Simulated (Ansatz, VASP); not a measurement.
## Ba: VASP beside Ansatz

The input POSCAR:

```
Ba
1.0
    4.4323388814      0.0000000000      0.0000000000
   -2.2161694408      3.8385180695      0.0000000000
    0.0000000000      0.0000000000      4.0229888724
Ba
1
Direct
    0.0000000000      0.0000000000      0.0000000000
```

File INCAR.step1:

```
ALGO = Normal
EDIFF = 1E-4
ENCUT = 520
GGA = PE
ISMEAR = 0
LASPH = True
LCHARG = False
LREAL = False
LWAVE = True
NBANDS = 11
NELM = 60
PREC = Accurate
SIGMA = 0.1
```

Contents of INCAR.step2:

```
ALGO = Normal
EDIFF = 1E-7
ENCUT = 520
ISIF = 2
ISMEAR = 0
ISTART = 1
LASPH = True
LCHARG = False
LMIXTAU = True
LREAL = False
LWAVE = False
METAGGA = R2SCAN
NBANDS = 11
NELM = 60
PREC = Accurate
SIGMA = 0.1
```

Contents of KPOINTS:

```
k-points
0
Gamma
  12 12 12
```

Input for Ansatz:

```yaml
crystal:
  lattice:
    - [4.4323388814, 0.0, 0.0]
    - [-2.2161694408, 3.8385180695, 0.0]
    - [0.0, 0.0, 4.0229888724]
  atoms:
    - { symbol: Ba, position: [0.0, 0.0, 0.0] }
basis:
  ecutwfc: 500
kpoints:
  mp_grid: { grid: [12, 12, 12] }
hamiltonian:
  xc: r2scan
scf:
  occupations: { method: gaussian, width: 0.1 }
output:
  forces: true
  stress: true
  eigenvalues: true
```

Alike in both runs: task single point; functional r2SCAN; k mesh 12 × 12 × 12; occupations gaussian, width 0.1 eV; no spin polarisation.

|  | VASP | Ansatz |
| --- | --- | --- |
| version | VASP 6.6.1 | Ansatz 0.2.0 |
| potentials or method | VASP PAW PBE potentials, release 64 (Ba_sv) | scalar-relativistic, plane waves, PAW |
| plane-wave cutoff (eV) | 520 | 500 |
| valence electrons in the cell | 10 | 10 |

|  | VASP | Ansatz | Ansatz less VASP |
| --- | --- | --- | --- |
| gap on the k mesh at the Fermi level (eV) | none | none | - |
| pressure (GPa) | -0.6 | -0.7 | -0.07 |
| largest component of the traceless stress (GPa) | 0.08 | 0.04 | -0.034 |

A gap of «none» marks a metal or a gap that the smearing closes.

Caveats: the PAW data sets were made with another functional, which shifts forces and pressure a little (VASP). The runs have no spin-orbit coupling, so splittings on Ba are missing.
